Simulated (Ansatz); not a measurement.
Ge, 4 atoms in the cell. Symmetry: Fmmm, No. 69, orthorhombic system. Conventional cell: a = 5.261 Å, b = 5.771 Å, c = 10.231 Å, α = 90.00°, β = 90.00°, γ = 90.00°. Around Ge (site symmetry m2m) lie 5 Ge at 2.61 to 2.73 Å. Around Ge (site symmetry mm2) lie 6 Ge at 2.71 to 2.96 Å. This isn't the form of Ge at room conditions, which is diamond.

```yaml
Program: Ansatz 0.2.0
Task: relaxation of cell and atoms
Functional: PBEsol
Potentials_or_basis: Ansatz PAW
Cutoff: "420 eV (not typed: the program's choice for these potentials)"
k_mesh: 7 × 7 × 7
Occupations: fermi-dirac, width 0.05 eV
Spin: no spin polarisation
Target_pressure: 10 GPa
Target_pressure_GPa: 10
```

Potentials or basis: Ansatz PAW.

The run is started by

```console
$ ansatz run input.yaml --threads 2 --pin off --max-ram 5632MiB --backend cpu --events-out ev --progress --plain --runs-dir out
```

Hardware: 2 threads of Arm Neoverse V1, on a shared host.

Question: How long does it take, and how much memory?

Answer: Run time: 46 s on 2 threads of Arm Neoverse V1, with other jobs on the host, peak memory 0.44 GiB. Counts: scf iterations 50, plane waves 1295, k points 64, bands 34, ion steps 8.
